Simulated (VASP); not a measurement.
## Cu: equation of state with r2SCAN

Crystal: Cu.

```xyz
1
Lattice="0.0000 1.8075 1.8075 1.8075 0.0000 1.8075 1.8075 1.8075 0.0000" Properties=species:S:1:pos:R:3 pbc="T T T"
Cu    0.0000    0.0000    0.0000
```

```
Program                : VASP 6.6.1
Task                   : equation of state
Functional             : r2SCAN
Potentials or basis    : VASP PAW PBE potentials, release 64 (Cu)
Cutoff                 : 520 eV
k mesh                 : 13 × 13 × 13
Occupations            : fermi-dirac, width 0.05 eV
Spin                   : no spin polarisation
Further INCAR settings : ALGO = Normal; EDIFF = 1e-07
```

```json
{
 "Equilibrium volume": "11.49 Å³/atom",
 "Bulk modulus": "161 GPa",
 "Pressure derivative of the bulk modulus": "5.1"
}
```

Energy against volume, from the lowest point:
```
volume (Å³/atom)  energy (meV/atom)
          11.102               6.69
          11.338               0.70
          11.574               0.00
          11.810               3.97
          12.047              12.03
          12.283              23.71
          12.519              38.61
```

All runs of the series together: 3.2 min on 1 thread of Intel(R) Xeon(R) 6975P-C (Granite Rapids), with other jobs on the host.

Caveat: the PAW data sets were made with another functional, which shifts forces and pressure a little.
